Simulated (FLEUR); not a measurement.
**MoP: equation of state with AM05**

The system is MoP.

```
Mo P
1.0
     3.22300    0.00000    0.00000
    -1.61150    2.79120    0.00000
     0.00000    0.00000    3.19100
Mo P
1 1
Cartesian
  0.0000 0.0000 0.0000
  0.0000 1.8608 1.5955
```

* Program: FLEUR MaX-R8.1 (later development tree)
* Task: equation of state
* Functional: AM05
* Potentials or basis: all-electron
* Basis: FLAPW
* Kmax: 5.51 1/bohr
* k mesh: 10 × 10 × 8
* Occupations: fermi-dirac, width 0.05 eV
* Spin: no spin polarisation
* Gmax: 17.1 1/bohr
* Muffin-tin radii: Mo 2.38, P 1.78 bohr
* lmax: Mo 10, P 8
* Local orbitals a species: Mo 5, P 4

```
Equilibrium volume                        : 14.02 Å³/atom
Bulk modulus at fixed shape and positions : 246 GPa
Pressure derivative of the bulk modulus   : 4.4 (rough: it moves with the points fitted)
```

Energy against volume, from the lowest point:
| volume (Å³/atom) | energy (meV/atom) |
| --- | --- |
| 13.492 | 13.08 |
| 13.779 | 0.00 |
| 14.353 | 2.53 |
| 14.927 | 36.91 |
| 15.214 | 64.00 |

Caveat: the cell was scaled at fixed shape and fractional positions, which overstates the stiffness of a crystal with free parameters, most of all of layers and chains.
